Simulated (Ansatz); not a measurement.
# Si: the cost of one run

Method: DFT PBE, scalar-relativistic, plane waves, PAW, in Ansatz 0.2.0.

**1. The starting structure**

The structure is hexagonal, space group P6_3/mmc (No. 194). Conventional cell: a = 3.862 Å, b = 3.862 Å, c = 18.989 Å, α = 90.00°, β = 90.00°, γ = 120.00°. Si (site symmetry 3m) has 4 Si at 2.37 to 2.39 Å as nearest neighbours. Around Si (site symmetry 3m) lie 4 Si at 2.37 Å.

As a file:

```cif
data_structure
_symmetry_space_group_name_H-M 'P6_3/mmc'
_symmetry_Int_Tables_number 194
_cell_length_a 3.8619
_cell_length_b 3.8619
_cell_length_c 18.9895
_cell_angle_alpha 90.000
_cell_angle_beta 90.000
_cell_angle_gamma 120.000
_cell_volume 245.28
loop_
_atom_site_label
_atom_site_type_symbol
_atom_site_symmetry_multiplicity
_atom_site_Wyckoff_symbol
_atom_site_fract_x
_atom_site_fract_y
_atom_site_fract_z
_atom_site_occupancy
Si1 Si 4 e 0.00000 0.00000 0.81282 1
Si2 Si 4 f 0.33333 0.66667 0.97919 1
Si3 Si 4 f 0.33333 0.66667 0.64539 1
```

The cell was relaxed beforehand at this level, from a generated guess; it is a trial structure. At a tolerance of 0.02 Å it has space group P6_3/mmc (No. 194); it has 20.44 Å³/atom, an uncorrected energy of +0.00 eV/atom over the standard state.

**2. Static run: bands, density of states and charges**

Input file input.yaml:

```yaml
crystal:
  lattice:
    - [3.8619381813, 0.0, 0.0]
    - [-1.9309690907, 3.3445365728, 0.0]
    - [0.0, 0.0, 18.989471111]
  atoms:
    - { symbol: Si, position: [0.0, 0.0, 0.8128172537] }
    - { symbol: Si, position: [0.0, 0.0, 0.3128172537] }
    - { symbol: Si, position: [0.3333333333, 0.6666666667, 0.9791894471] }
    - { symbol: Si, position: [0.6666666667, 0.3333333333, 0.4791894471] }
    - { symbol: Si, position: [0.3333333333, 0.6666666667, 0.6453900324] }
    - { symbol: Si, position: [0.6666666667, 0.3333333333, 0.1453900324] }
    - { symbol: Si, position: [0.0, 0.0, 0.6871827463] }
    - { symbol: Si, position: [0.0, 0.0, 0.1871827463] }
    - { symbol: Si, position: [0.3333333333, 0.6666666667, 0.8546099676] }
    - { symbol: Si, position: [0.6666666667, 0.3333333333, 0.3546099676] }
    - { symbol: Si, position: [0.3333333333, 0.6666666667, 0.5208105529] }
    - { symbol: Si, position: [0.6666666667, 0.3333333333, 0.0208105529] }
basis:
  ecutwfc: 420
kpoints:
  mp_grid: { grid: [12, 12, 2] }
  band_path:
    path:
      - [[0.0, 0.0, 0.0], [0.5, 0.0, 0.0], [0.33333333, 0.33333333, 0.0], [0.0, 0.0, 0.0], [0.0, 0.0, 0.5], [0.5, 0.0, 0.5], [0.33333333, 0.33333333, 0.5], [0.0, 0.0, 0.5]]
      - [[0.5, 0.0, 0.5], [0.5, 0.0, 0.0]]
      - [[0.33333333, 0.33333333, 0.5], [0.33333333, 0.33333333, 0.0]]
    npoints: 10
hamiltonian:
  xc: pbe
scf:
  occupations: { method: gaussian, width: 0.02 }
  n_extra_bands: 30
output:
  forces: true
  stress: true
  eigenvalues: true
  populations: true
  dos: { projected: true, de: 0.02, nscf_kmesh: { grid: [18, 18, 3] } }
  bader: false
  write_density: true
  write_potential: true
  elf: true
  volumetric_format: npy
```

Command:

```bash
$ ansatz run input.yaml --threads 1 --pin off --max-ram 2560MiB --backend cpu --events-out ev --progress --plain --runs-dir out
```

Q: Estimate wall time and peak memory on 1 thread of Arm Neoverse V1, shared host.

About 1.8 min, with a peak of 0.91 GiB.
